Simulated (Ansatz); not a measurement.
# Li (P6/mmm) in Ansatz: reference runs

How does Li come out in PBE? The cell is run as given and disturbed, and energy against volume gives the equilibrium volume and stiffness.

All numbers are computed with Ansatz 0.2.0; they aren't measurements. Logs are shortened: lines on timing, memory, paths and dates and some standing lists are left out, and cuts for length are marked.

### 1 The crystal as given

Symmetry: P6/mmm, No. 191, hexagonal system. The conventional cell has a = 4.949 Å, b = 4.949 Å, c = 2.889 Å, α = 90.00°, β = 90.00°, γ = 120.00°. Around Li (site symmetry -6m2) lie 11 Li at 2.86 to 3.20 Å. Around Li (site symmetry 6/mmm) lie 14 Li at 2.89 to 3.20 Å.

This isn't the form of Li at room conditions, which is bcc.

### 2 Single point, PBE

The input, input.yaml:

```yaml
crystal:
  lattice:
    - [4.9488671308, 0.0, 0.0]
    - [-2.4744335654, 4.2858446552, 0.0]
    - [0.0, 0.0, 2.888843]
  atoms:
    - { symbol: Li, position: [0.3333333333, 0.6666666667, 0.5] }
    - { symbol: Li, position: [0.6666666667, 0.3333333333, 0.5] }
    - { symbol: Li, position: [0.0, 0.0, 0.0] }
hamiltonian:
  xc: pbe
  pseudopotentials: { kind: paw }
kpoints:
  mp_grid: { grid: [6, 6, 9] }
scf:
  occupations: { method: fermi_dirac, width: 0.05 }
output:
  forces: true
  stress: true
  eigenvalues: true
```

Potentials or basis: Ansatz PAW.

Launch:

```bash
> ansatz run input.yaml --threads 2 --pin off --max-ram 5120MiB --backend cpu --events-out ev --progress --plain --runs-dir out
```

Output:

```text
Warning: RAYON_NUM_THREADS=2 ignored (pool sized by the plan → 2); use --threads N
Engine: ansatz 0.2.0, x86_64-unknown-linux-gnu
Pseudopotentials: kind: paw
Pseudopotential: Li, paw, valence charge 3, recommended cutoff 420 eV (normal), Li.paw.azcp
Functional definition: PBE
  parameter kappa = 0.804
  parameter beta = 0.06672455060314922
  exchange = pbe_x(kappa = kappa, mu = beta*pi^2/3)
  correlation = pbe_c(beta = beta)
Crystal: 3 atoms, lattice volume = 61.273 Å³
Basis set: ecut = 420 eV, 1227 PW (Γ), exchange–correlation on 72×72×40 points (8 copies of the dense FFT grid, shifted against one another)
Bands: 9, of which v1, the nominal top of the filled ones, is band 5 counted from 1 (4 counted from 0)
Symmetry: 24 space group operations
Space group: P6/mmm (ITA 191), of the structure as read, at distance tolerance 3.9e-5 Å
k-points: 35 of 324
Non-local potential: Li, projectors of the file, l = 0: 3, l = 1: 2, l = 2: 1
PAW form: soft (Blöchl's): semilocal exchange-correlation on the pseudo side does not see the compensation charge
PAW one-centre angular grid: Li, 110 points (default); XC on 64 Gauss nodes
Initial density: superposition of atomic densities (neutral atoms: chi_scale 0, normalization atom), corrected by the library's trained network
Initial wavefunctions: pseudopotential atomic-orbital guess
Functional: x = pbe(κ = 0.804, μ = 0.2195149727645171), c = pbe(β = 0.06672455060314922)
SCF iter   1: F=—  HF=-614.029494 eV  |F-HF|=—  |Δ(HF+E_count)|=         —  Δρ=7.53e-4  dr2=8.08e-4  ethr=1.77e-3  ⟨swp⟩=4.1  Hψ=1823  notcnv=0
preconditioner: auto → none  [metal: Δε(μ)=0.051 eV  Ē_g=5.186 eV  σ=0.050 eV  W_gap=0.25  n_scr=6 (ndim 8)  ℏωp=8.2 eV  f_vac=0.000  D(μ)=1.62/eV (n_scr^D=8)  sad-step TF]
SCF iter   2: F=—  HF=-614.029340 eV  |F-HF|=—  |Δ(HF+E_count)|=   1.54e-4  Δρ=5.24e-4  dr2=4.03e-4  ethr=8.98e-6  ⟨swp⟩=1.0  Hψ=595  notcnv=0
SCF iter   3: F=—  HF=-614.029296 eV  |F-HF|=—  |Δ(HF+E_count)|=   4.39e-5  Δρ=7.36e-5  dr2=7.75e-6  ethr=4.47e-6  ⟨swp⟩=1.2  Hψ=322  notcnv=0
SCF iter   4: F=—  HF=-614.029281 eV  |F-HF|=—  |Δ(HF+E_count)|=   1.52e-5  Δρ=8.24e-6  dr2=3.27e-8  ethr=8.61e-8  ⟨swp⟩=1.9  Hψ=361  notcnv=0
iter 5 did not close the SCF: its close was put off for the readings that it lacked (scf_convergence_deferred on its scf_iter line)
SCF iter   5: F=-614.029281 eV  HF=-614.029281 eV  |F-HF|=2.29e-9  |Δ(HF+E_count)|=   9.84e-9  Δρ=1.59e-6  dr2=4.35e-9  ethr=3.63e-10  ⟨swp⟩=2.2  Hψ=400  notcnv=0
SCF iter   6: F=-614.029281 eV  HF=-614.029281 eV  |F-HF|=1.24e-11  |Δ(HF+E_count)|=   1.26e-9  Δρ=1.75e-7  dr2=3.50e-11  ethr=4.83e-11  ⟨swp⟩=2.3  Hψ=926  notcnv=0
SCF 1 converged in 6 iterations: F = -614.029281 eV  dr2 = 3.50e-11
SCF converged after 6 iterations
Free energy (F): -614.029281 eV
Harris-Foulkes:  -614.029281 eV  (|F-HF|=1.24e-11)
Internal energy: -614.015864 eV  (E = F + TS)
E sigma→0 (E₀):  -614.022573 eV
Entropy (-TS):   -0.013417 eV (-4.472 meV/atom)
Fermi energy:    1.048894 eV
--- Per-component energies (eV) ---
  E_band       = -274.372075
  E_kinetic    = 63.540391
  E_local      = -397.640427  (includes V_loc(G=0)·N_el)
  E_nonlocal   = -99.743025
  E_hartree    = 118.107664
  E_xc         = -30.168221
  E_vxc        = -38.833158  (∫ρ·V_xc dr)
  E_paw        = -63.032155  (= ΣΔE_a)
  E_vpaw       = -37.911250  (= ΣTr[D̂ρ^β])
  E_aug_tail   = 0.000066  (compensation charges beyond the density's cutoff)
  E_ewald      = -205.080155
  E_smearing   = -0.013417  (= −TS)
  E_closure    = -0.000000  (closes the sum)
  Σ components = -614.029281   (vs F -614.029281, Δ=0.00e0)
--- Forces (eV/Å), atoms counted from 1 ---
  atom   1  Li     0.00000000    -0.00000000     0.00000000
  atom   2  Li     0.00000000     0.00000000     0.00000000
  atom   3  Li     0.00000000     0.00000000     0.00000000
  max |Σ_I F_I| component: 1.16e-18 eV/Å
--- Stress (GPa, compression-positive) ---
       -0.072326       0.000000       0.000000
        0.000000      -0.072326       0.000000
        0.000000       0.000000      -0.181465
  P = ⅓ Tr σ = -0.1087 GPa (-1.087 kbar)
--- Band table (eV; the first three rows and the last of 35) ---
  k-point 0: bands = ["-45.5897", "-45.5700", "-45.4643", "-2.5620", "3.0769", "3.0769", "3.1367", "3.1367", "6.7703"]
  k-point 1: bands = ["-45.5883", "-45.5687", "-45.4631", "-2.3958", "3.2897", "3.2897", "3.3554", "3.3554", "6.3988"]
  k-point 2: bands = ["-45.5848", "-45.5656", "-45.4599", "-1.8980", "3.9219", "3.9219", "4.0107", "4.0107", "5.1269"]
  k-point 34: bands = ["-45.5688", "-45.5688", "-45.4538", "1.6875", "2.0307", "2.0307", "4.5479", "4.5479", "5.3282"]
```

Run time: 0.4 s. Hardware: 2 threads of AMD EPYC 9B14 (Zen 4), shared host; peak memory 0.35 GiB.

Results:

| Property | Result |
| --- | --- |
| Free energy | -614.0293 eV |
| Pressure | -0.1 GPa |
| Band gap on the k mesh | none (metal or under the smearing width) |

Stress tensor (GPa, compression positive):
```
-0.07  0.00  0.00
 0.00 -0.07  0.00
 0.00  0.00 -0.18
```

Levels at points of the mesh, in eV from the Fermi level:
```tsv
k point	band 2	band 3	band 4	band 5	band 6	band 7
(0.00, 0.00, 0.00)	-46.62	-46.51	-3.61	2.03	2.03	2.09
(0.00, -0.50, 0.00)	-46.63	-46.51	-2.10	-2.07	0.05	2.98
```

### 3 Single point, PBE (atoms moved at random, drawn with an rms of 0.05 Å)

The input, input.yaml:

```yaml
crystal:
  lattice:
    - [4.9488671308, 0.0, 0.0]
    - [-2.4744335654, 4.2858446552, 0.0]
    - [0.0, 0.0, 2.888843]
  atoms:
    - { symbol: Li, position: [0.333694, 0.659947, 0.50077] }
    - { symbol: Li, position: [0.658628, 0.322745, 0.508337] }
    - { symbol: Li, position: [0.003008, -0.006216, -0.001783] }
hamiltonian:
  xc: pbe
  pseudopotentials: { kind: paw }
kpoints:
  mp_grid: { grid: [6, 6, 9] }
scf:
  occupations: { method: fermi_dirac, width: 0.05 }
output:
  forces: true
  stress: true
  eigenvalues: true
  write_density: true
  write_potential: true
  elf: true
  volumetric_format: npy
```

Potentials or basis: Ansatz PAW.

Launch:

```bash
> ansatz run input.yaml --threads 2 --pin off --max-ram 5120MiB --backend cpu --events-out ev --progress --plain --runs-dir out
```

Output:

```text
Warning: RAYON_NUM_THREADS=2 ignored (pool sized by the plan → 2); use --threads N
Engine: ansatz 0.2.0, x86_64-unknown-linux-gnu
Pseudopotentials: kind: paw
Pseudopotential: Li, paw, valence charge 3, recommended cutoff 420 eV (normal), Li.paw.azcp
Functional definition: PBE
  parameter kappa = 0.804
  parameter beta = 0.06672455060314922
  exchange = pbe_x(kappa = kappa, mu = beta*pi^2/3)
  correlation = pbe_c(beta = beta)
Crystal: 3 atoms, lattice volume = 61.273 Å³
Basis set: ecut = 420 eV, 1227 PW (Γ), exchange–correlation on 72×72×40 points (8 copies of the dense FFT grid, shifted against one another)
Bands: 9, of which v1, the nominal top of the filled ones, is band 5 counted from 1 (4 counted from 0)
Symmetry: 1 space group operations
Space group: P1 (ITA 1), of the structure as read, at distance tolerance 3.9e-5 Å
k-points: 164 of 324 (time reversal used)
Non-local potential: Li, projectors of the file, l = 0: 3, l = 1: 2, l = 2: 1
PAW form: soft (Blöchl's): semilocal exchange-correlation on the pseudo side does not see the compensation charge
PAW one-centre angular grid: Li, 110 points (default); XC on 64 Gauss nodes
Initial density: superposition of atomic densities (neutral atoms: chi_scale 0, normalization atom), corrected by the library's trained network
Initial wavefunctions: pseudopotential atomic-orbital guess
Functional: x = pbe(κ = 0.804, μ = 0.2195149727645171), c = pbe(β = 0.06672455060314922)
SCF iter   1: F=—  HF=-614.028224 eV  |F-HF|=—  |Δ(HF+E_count)|=         —  Δρ=7.53e-4  dr2=8.09e-4  ethr=1.77e-3  ⟨swp⟩=4.0  Hψ=8520  notcnv=0
preconditioner: auto → none  [metal: Δε(μ)=0.023 eV  Ē_g=5.186 eV  σ=0.050 eV  W_gap=0.11  n_scr=6 (ndim 8)  ℏωp=8.2 eV  f_vac=0.000  D(μ)=1.61/eV (n_scr^D=8)  sad-step TF]
SCF iter   2: F=—  HF=-614.028071 eV  |F-HF|=—  |Δ(HF+E_count)|=   1.52e-4  Δρ=5.23e-4  dr2=4.03e-4  ethr=8.98e-6  ⟨swp⟩=1.0  Hψ=2788  notcnv=0
SCF iter   3: F=—  HF=-614.028028 eV  |F-HF|=—  |Δ(HF+E_count)|=   4.38e-5  Δρ=7.29e-5  dr2=7.52e-6  ethr=4.47e-6  ⟨swp⟩=1.2  Hψ=1507  notcnv=0
SCF iter   4: F=—  HF=-614.028012 eV  |F-HF|=—  |Δ(HF+E_count)|=   1.58e-5  Δρ=8.98e-6  dr2=3.27e-8  ethr=8.35e-8  ⟨swp⟩=1.9  Hψ=1692  notcnv=0
iter 5 did not close the SCF: its close was put off for the readings that it lacked (scf_convergence_deferred on its scf_iter line)
SCF iter   5: F=-614.028012 eV  HF=-614.028012 eV  |F-HF|=4.30e-9  |Δ(HF+E_count)|=   1.29e-8  Δρ=1.92e-6  dr2=7.94e-9  ethr=3.63e-10  ⟨swp⟩=2.8  Hψ=2226  notcnv=0
SCF iter   6: F=-614.028012 eV  HF=-614.028012 eV  |F-HF|=1.02e-10  |Δ(HF+E_count)|=   2.27e-9  Δρ=3.23e-7  dr2=1.96e-10  ethr=8.82e-11  ⟨swp⟩=3.7  Hψ=5713  notcnv=0
SCF 1 converged in 6 iterations: F = -614.028012 eV  dr2 = 1.96e-10
SCF converged after 6 iterations
Free energy (F): -614.028012 eV
Harris-Foulkes:  -614.028012 eV  (|F-HF|=1.02e-10)
Internal energy: -614.014669 eV  (E = F + TS)
E sigma→0 (E₀):  -614.021340 eV
Entropy (-TS):   -0.013343 eV (-4.448 meV/atom)
Fermi energy:    1.048604 eV
--- Per-component energies (eV) ---
  E_band       = -274.372435
  E_kinetic    = 63.543445
  E_local      = -397.689761  (includes V_loc(G=0)·N_el)
  E_nonlocal   = -99.742438
  E_hartree    = 118.130761
  E_xc         = -30.168983
  E_vxc        = -38.834191  (∫ρ·V_xc dr)
  E_paw        = -63.032273  (= ΣΔE_a)
  E_vpaw       = -37.911097  (= ΣTr[D̂ρ^β])
  E_aug_tail   = 0.000064  (compensation charges beyond the density's cutoff)
  E_ewald      = -205.055483
  E_smearing   = -0.013343  (= −TS)
  E_closure    = -0.000000  (closes the sum)
  Σ components = -614.028012   (vs F -614.028012, Δ=0.00e0)
--- Forces (eV/Å), atoms counted from 1 ---
  atom   1  Li    -0.01837169    -0.01168374    -0.00758625
  atom   2  Li     0.05081650     0.02426109    -0.00170858
  atom   3  Li    -0.03244460    -0.01257730     0.00929470
  max |Σ_I F_I| component: 2.07e-7 eV/Å
--- Stress (GPa, compression-positive) ---
       -0.081427      -0.037060      -0.001599
       -0.037060      -0.044428      -0.000634
       -0.001599      -0.000634      -0.182277
  P = ⅓ Tr σ = -0.1027 GPa (-1.027 kbar)
--- Band table (eV; the first three rows and the last of 164) ---
  k-point 0: bands = ["-45.5898", "-45.5700", "-45.4643", "-2.5619", "3.0289", "3.0734", "3.1437", "3.1827", "6.7688"]
  k-point 1: bands = ["-45.5884", "-45.5687", "-45.4630", "-2.3957", "3.2419", "3.2898", "3.3590", "3.4010", "6.3976"]
  k-point 2: bands = ["-45.5848", "-45.5656", "-45.4598", "-1.8980", "3.8748", "3.9338", "4.0030", "4.0550", "5.1263"]
  k-point 163: bands = ["-45.5715", "-45.5662", "-45.4538", "1.4146", "1.4612", "3.2207", "4.2818", "4.4799", "6.6218"]
```

rho_z.tsv:

```text
# z_ang	rho[e/angstrom^3]
# format = ansatz-planar-average/11
# lattice	4.948867131	0.000000000	0.000000000
# lattice	-2.474433565	4.285844655	0.000000000
# lattice	0.000000000	0.000000000	2.888843000
# sites	3
# site	3	0.018412260	2.828430323	1.446645909
# site	3	2.460851400	1.383234933	1.468505784
# site	3	0.030267271	-0.026640810	-0.005150807
0.000000	2.104702e-1
0.144442	1.818151e-1
0.288884	1.233319e-1
0.433326	7.625215e-2
0.577769	5.712224e-2
0.722211	5.468211e-2
[... 12 lines left out ...]
2.599959	1.275525e-1
2.744401	1.853460e-1
```

Wall time 2.6 s (2 threads of AMD EPYC 9B14 (Zen 4), shared host); peak memory 0.48 GiB.

What came out:

```yaml
Free_energy: -614.0280 eV
Pressure: -0.1 GPa
Largest_force: 0.056 eV/Å
Band_gap_on_the_k_mesh: none (metal or under the smearing width)
```

Forces on the atoms (eV/Å):
```
Li  -0.018 -0.012 -0.008
Li   0.051  0.024 -0.002
Li  -0.032 -0.013  0.009
```

Levels at points of the mesh, in eV from the Fermi level:
```csv
k point,band 1,band 2,band 3,band 4,band 5,band 6,band 7,band 8
"(0.00, 0.00, 0.00)",-46.64,-46.62,-46.51,-3.61,1.98,2.02,2.10,2.13
"(0.00, -0.50, 0.00)",-46.63,-46.63,-46.51,-2.10,-2.07,0.05,2.98,7.97
"(-0.50, 0.00, 0.00)",-46.63,-46.62,-46.51,-2.09,-2.08,0.04,2.98,7.92
"(-0.50, -0.50, 0.00)",-46.63,-46.63,-46.51,-2.10,-2.07,0.05,2.98,7.96
```

### 4 Single point, PBE, 19.20 Å³/atom (volume scaled by 0.94)

The input, input.yaml:

```yaml
crystal:
  lattice:
    - [4.8478414952, 0.0, 0.0]
    - [-2.4239207476, 4.1983538883, 0.0]
    - [0.0, 0.0, 2.8298704731]
  atoms:
    - { symbol: Li, position: [0.3333333333, 0.6666666667, 0.5] }
    - { symbol: Li, position: [0.6666666667, 0.3333333333, 0.5] }
    - { symbol: Li, position: [0.0, 0.0, 0.0] }
hamiltonian:
  xc: pbe
  pseudopotentials: { kind: paw }
kpoints:
  mp_grid: { grid: [6, 6, 9] }
scf:
  occupations: { method: fermi_dirac, width: 0.05 }
output:
  forces: true
  stress: true
  eigenvalues: true
```

Launch:

```bash
> ansatz run input.yaml --threads 2 --pin off --max-ram 5120MiB --backend cpu --events-out ev --progress --plain --runs-dir out
```

Wall time 0.41 s (2 threads of AMD EPYC 9B14 (Zen 4), shared host); peak memory 0.36 GiB.

The run converged. Its results:

| Property | Result |
| --- | --- |
| Free energy | -614.0217 eV |
| Pressure | 0.8 GPa |
| Band gap on the k mesh | none (metal or under the smearing width) |

### 5 Single point, PBE, 19.61 Å³/atom (volume scaled by 0.96)

Edit input.yaml of step 4 so:

```diff
@@ -2,5 +2,5 @@
   lattice:
-    - [4.8478414952, 0.0, 0.0]
-    - [-2.4239207476, 4.1983538883, 0.0]
-    - [0.0, 0.0, 2.8298704731]
+    - [4.8819823489, 0.0, 0.0]
+    - [-2.4409911744, 4.2279207349, 0.0]
+    - [0.0, 0.0, 2.849799795]
   atoms:
```

Launch:

```bash
> ansatz run input.yaml --threads 2 --pin off --max-ram 5120MiB --backend cpu --events-out ev --progress --plain --runs-dir out
```

Wall time 0.41 s (2 threads of AMD EPYC 9B14 (Zen 4), shared host); peak memory 0.36 GiB.

The run converged. Its results:

```yaml
Free_energy: -614.0266 eV
Pressure: 0.5 GPa
Band_gap_on_the_k_mesh: none (metal or under the smearing width)
```

### 6 Single point, PBE, 20.02 Å³/atom (volume scaled by 0.98)

Edit input.yaml of step 5 so:

```diff
@@ -2,5 +2,5 @@
   lattice:
-    - [4.8819823489, 0.0, 0.0]
-    - [-2.4409911744, 4.2279207349, 0.0]
-    - [0.0, 0.0, 2.849799795]
+    - [4.9156522567, 0.0, 0.0]
+    - [-2.4578261283, 4.2570797304, 0.0]
+    - [0.0, 0.0, 2.8694542078]
   atoms:
```

Potentials or basis: Ansatz PAW.

Launch:

```bash
> ansatz run input.yaml --threads 2 --pin off --max-ram 5120MiB --backend cpu --events-out ev --progress --plain --runs-dir out
```

It took 0.44 s on 2 threads of AMD EPYC 9B14 (Zen 4), shared host; peak memory 0.35 GiB.

The run converged. Its results:

```
Free energy            : -614.0291 eV
Pressure               : 0.2 GPa
Band gap on the k mesh : none (metal or under the smearing width)
```

### 7 Single point, PBE, 20.42 Å³/atom

Edit input.yaml of step 6 so:

```diff
@@ -2,5 +2,5 @@
   lattice:
-    - [4.9156522567, 0.0, 0.0]
-    - [-2.4578261283, 4.2570797304, 0.0]
-    - [0.0, 0.0, 2.8694542078]
+    - [4.9488671308, 0.0, 0.0]
+    - [-2.4744335654, 4.2858446552, 0.0]
+    - [0.0, 0.0, 2.888843]
   atoms:
```

Launch:

```bash
> ansatz run input.yaml --threads 2 --pin off --max-ram 5120MiB --backend cpu --events-out ev --progress --plain --runs-dir out
```

It took 0.42 s on 2 threads of AMD EPYC 9B14 (Zen 4), shared host; peak memory 0.35 GiB.

It converged, with:

```yaml
Free_energy: -614.0293 eV
Pressure: -0.1 GPa
Band_gap_on_the_k_mesh: none (metal or under the smearing width)
```

### 8 Single point, PBE, 20.83 Å³/atom (volume scaled by 1.02)

Edit input.yaml of step 7 so:

```diff
@@ -2,5 +2,5 @@
   lattice:
-    - [4.9488671308, 0.0, 0.0]
-    - [-2.4744335654, 4.2858446552, 0.0]
-    - [0.0, 0.0, 2.888843]
+    - [4.9816420405, 0.0, 0.0]
+    - [-2.4908210202, 4.3142285596, 0.0]
+    - [0.0, 0.0, 2.9079749682]
   atoms:
```

Launch:

```bash
> ansatz run input.yaml --threads 2 --pin off --max-ram 5120MiB --backend cpu --events-out ev --progress --plain --runs-dir out
```

Run time: 0.42 s. Hardware: 2 threads of AMD EPYC 9B14 (Zen 4), shared host; peak memory 0.35 GiB.

It converged, with:

```
Free energy            : -614.0275 eV
Pressure               : -0.4 GPa
Band gap on the k mesh : none (metal or under the smearing width)
```

### 9 Single point, PBE, 21.24 Å³/atom (volume scaled by 1.04)

Edit input.yaml of step 8 so:

```diff
@@ -2,5 +2,5 @@
   lattice:
-    - [4.9816420405, 0.0, 0.0]
-    - [-2.4908210202, 4.3142285596, 0.0]
-    - [0.0, 0.0, 2.9079749682]
+    - [5.0139912718, 0.0, 0.0]
+    - [-2.5069956359, 4.3422438157, 0.0]
+    - [0.0, 0.0, 2.9268584516]
   atoms:
@@ -20 +20,5 @@
   eigenvalues: true
+  write_density: true
+  write_potential: true
+  elf: true
+  volumetric_format: npy
```

Potentials or basis: Ansatz PAW.

Launch:

```bash
> ansatz run input.yaml --threads 2 --pin off --max-ram 5120MiB --backend cpu --events-out ev --progress --plain --runs-dir out
```

Wall time 0.53 s (2 threads of AMD EPYC 9B14 (Zen 4), shared host); peak memory 0.34 GiB.

The run converged. Its results:

| Property | Result |
| --- | --- |
| Free energy | -614.0238 eV |
| Pressure | -0.6 GPa |
| Band gap on the k mesh | none (metal or under the smearing width) |

### 10 Single point, PBE, 21.65 Å³/atom (volume scaled by 1.06)

Edit input.yaml of step 9 so:

```diff
@@ -2,5 +2,5 @@
   lattice:
-    - [5.0139912718, 0.0, 0.0]
-    - [-2.5069956359, 4.3422438157, 0.0]
-    - [0.0, 0.0, 2.9268584516]
+    - [5.045928383, 0.0, 0.0]
+    - [-2.5229641915, 4.3699021654, 0.0]
+    - [0.0, 0.0, 2.9455013648]
   atoms:
```

Launch:

```bash
> ansatz run input.yaml --threads 2 --pin off --max-ram 5120MiB --backend cpu --events-out ev --progress --plain --runs-dir out
```

It took 0.52 s on 2 threads of AMD EPYC 9B14 (Zen 4), shared host; peak memory 0.36 GiB.

The run converged. Its results:

| Quantity | Value |
| --- | --- |
| Free energy | -614.0184 eV |
| Pressure | -0.8 GPa |
| Band gap on the k mesh | none (metal or under the smearing width) |

### 11 Equation of state, PBE

Potentials or basis: Ansatz PAW.

This step only gathers the single runs of the series.

What came out:

* Equilibrium volume: 20.26 Å³/atom
* Bulk modulus at fixed shape and positions: 13.7 GPa
* Pressure derivative of the bulk modulus: 3.3

Energy against volume, from the lowest point:
| volume (Å³/atom) | energy (meV/atom) |
| --- | --- |
| 19.199 | 2.51 |
| 19.607 | 0.89 |
| 20.016 | 0.07 |
| 20.424 | 0.00 |
| 20.833 | 0.61 |
| 21.241 | 1.84 |
| 21.650 | 3.64 |

Caveat: the cell was scaled at fixed shape and fractional positions, which overstates the stiffness of a crystal with free parameters, most of all of layers and chains.

### 12 The runs side by side

```csv
task,cell,gap on the mesh (eV),pressure (GPa)
single point,as given,none,-0.1
single point,"atoms moved at random, drawn with an rms of 0.05 Å",none,-0.1
equation of state,as given,-,-
```

Alike in all rows: level PBE; potentials or basis Ansatz PAW; no spin polarisation; k mesh 6 × 6 × 9; cutoff (eV) 420; smearing fermi-dirac 0.05 eV.

Caveats: the cell was scaled at fixed shape and fractional positions, which overstates the stiffness of a crystal with free parameters, most of all of layers and chains (some runs).

Absolute energies hang on the potentials; compare differences alone.
